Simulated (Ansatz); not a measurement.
**CdTe: from a first guess to the relaxed rocksalt type**

First guess:

```
CELL_PARAMETERS angstrom
0.00000 2.89816 2.89816
2.89816 0.00000 2.89816
2.89816 2.89816 0.00000
ATOMIC_POSITIONS crystal
Cd 0.00000 0.00000 0.00000
Te 0.50000 0.50000 0.50000
```

Method: Ansatz 0.2.0, DFT, PBE, PAW with Ansatz's default frozen-core files, scalar-relativistic.

Cell and atoms relax within the symmetry of the start on a 12×12×12 k mesh with 0.05 eV Fermi–Dirac smearing.

The start is built from a prototype, known or not as a phase of this compound; the cutoff is 420 eV.

Spin–orbit coupling is left out, though it moves levels of the heavy atoms by tenths of an eV or more.

What is the pressure of the first guess?

11.52 GPa.

What does it relax to?

a = 6.124 Å, b = 6.124 Å, c = 6.124 Å, α = 90.00°, β = 90.00°, γ = 90.00° (conventional cell), 28.71 Å³ per atom:
```xyz
2
Lattice="0.0000 3.0620 3.0620 3.0620 0.0000 3.0620 3.0620 3.0620 0.0000" Properties=species:S:1:pos:R:3 pbc="T T T"
Cd    0.0000    0.0000    0.0000
Te    3.0620    3.0620    3.0620
```

How much energy does the relaxation release?

133 meV/atom.
